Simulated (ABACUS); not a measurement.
Crystal: Br.

```
CELL_PARAMETERS angstrom
3.36325 -2.32255 0.00000
3.36325 2.32255 0.00000
0.00000 0.00000 8.70230
ATOMIC_POSITIONS crystal
Br 0.36510 0.63490 0.39010
Br 0.13490 0.86510 0.89010
Br 0.63490 0.36510 0.60990
Br 0.86510 0.13490 0.10990
```

| Item | Value |
| --- | --- |
| Program | ABACUS 3.10.1 |
| Task | single point |
| Functional | PBEsol |
| Potentials or basis | PseudoDojo NC SR 0.4.1 PBEsol standard |
| Cutoff | 639 eV |
| Density cutoff | 2558 eV |
| Basis | plane waves |
| k mesh | 7 × 7 × 3 |
| Occupations | fermi-dirac, width 0.05 eV |
| Spin | no spin polarisation |

On this cell: pressure 0.1 GPa; largest force 0.739 eV/Å; band gap on the k mesh 1.81 eV, indirect (least direct gap 1.82 eV).

The same run follows on a disturbed copy (atoms moved at random, drawn with an rms of 0.05 Å):

```xyz
4
Lattice="3.3632 -2.3226 0.0000 3.3632 2.3226 0.0000 0.0000 0.0000 8.7023" Properties=species:S:1:pos:R:3 pbc="T T T"
Br    3.3857    0.6560    3.3552
Br    3.3759    1.6889    7.7164
Br    3.2985   -0.6329    5.3389
Br    3.3365   -1.7013    0.8863
```

Question: What changes?

Answer: The energy moves by +4.7 meV/atom; pressure -0.4 GPa; largest force 1.269 eV/Å; band gap on the k mesh 1.62 eV, indirect (least direct gap 1.67 eV).

Forces in eV/Å, atoms in the order of the input:
```
Br  -0.060 -0.157  0.116
Br  -0.025 -0.582 -1.106
Br   0.070  0.164 -0.142
Br   0.015  0.574  1.132
```

Stress tensor (GPa, compression positive):
```
 0.05 -0.05  0.00
-0.05 -0.99  1.92
 0.00  1.92 -0.19
```

Caveats: an odd mesh through Γ misses points on the zone boundary, where band edges often lie.
